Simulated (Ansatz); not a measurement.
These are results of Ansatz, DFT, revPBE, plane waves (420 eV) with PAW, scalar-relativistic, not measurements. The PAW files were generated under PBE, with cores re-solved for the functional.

An element in the dhcp structure gives this curve. The cell is scaled uniformly from the relaxed one, with fractional coordinates and shape fixed. Energies are extrapolated to zero smearing, pressures are those at the given smearing. Magnetic state: spin not included.

```csv
V (Å³/atom),E − E₀ (meV/atom),P (GPa)
59.826,27.6,1.19
62.546,11.8,0.75
65.265,2.9,0.37
67.984,0.0,0.04
70.704,2.3,-0.25
73.423,9.2,-0.49
76.142,19.9,-0.70
```

Q: Which element is it?
A. strontium
B. rubidium
C. sodium
D. barium

A: D. Its fit is V₀ = 68.06 Å³/atom, B₀ = 7.6 GPa, B₀′ = 2.7.
